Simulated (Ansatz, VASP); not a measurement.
Two plane-wave programs on GaCo

Contents of INCAR:

```
  ALGO = Fast
  EDIFF = 1E-6
  ENCUT = 520
  GGA = PS
  ISIF = 2
  ISMEAR = 0
  LASPH = True
  LCHARG = False
  LREAL = False
  LWAVE = False
  NBANDS = 18
  NELM = 100
  PREC = Accurate
  SIGMA = 0.15
```

KPOINTS

```
k-points
0
Gamma
  16 16 16
```

The input POSCAR:

```
GaCo
1.0
    2.8831000000      0.0000000000      0.0000000000
    0.0000000000      2.8831000000      0.0000000000
    0.0000000000      0.0000000000      2.8831000000
Ga Co
1 1
Direct
    0.5000000000      0.5000000000      0.5000000000
    0.0000000000      0.0000000000      0.0000000000
```

Input for Ansatz:

```yaml
crystal:
  lattice:
    - [2.8831, 0.0, 0.0]
    - [0.0, 2.8831, 0.0]
    - [0.0, 0.0, 2.8831]
  atoms:
    - { symbol: Ga, position: [0.5, 0.5, 0.5] }
    - { symbol: Co, position: [0.0, 0.0, 0.0] }
basis:
  ecutwfc: 420
kpoints:
  mp_grid: { grid: [16, 16, 16] }
hamiltonian:
  xc: pbesol
scf:
  occupations: { method: gaussian, width: 0.15 }
output:
  forces: true
  stress: true
  eigenvalues: true
```

Alike in both runs: task single point; functional PBEsol; k mesh 16 × 16 × 16; occupations gaussian, width 0.15 eV; no spin polarisation.

```csv
,VASP,Ansatz
version,VASP 6.6.1,Ansatz 0.2.0
potentials or method,"VASP PAW PBE potentials, release 64 (Ga_d, Co)","scalar-relativistic, plane waves, PAW"
plane-wave cutoff (eV),520,420
valence electrons in the cell,22,30
```

|  | VASP | Ansatz | Ansatz less VASP |
| --- | --- | --- | --- |
| gap on the k mesh at the Fermi level (eV) | none | none | - |
| pressure (GPa) | -7.7 | -8.1 | -0.42 |

A gap of «none» marks a metal or a gap that the smearing closes. The two sets of potentials don't hold the same shells in valence.

Caveats: the PAW data sets were made with another functional, which shifts forces and pressure a little (VASP). Spin polarisation is off, so any magnetic state and its effect on volume and gap are missing.
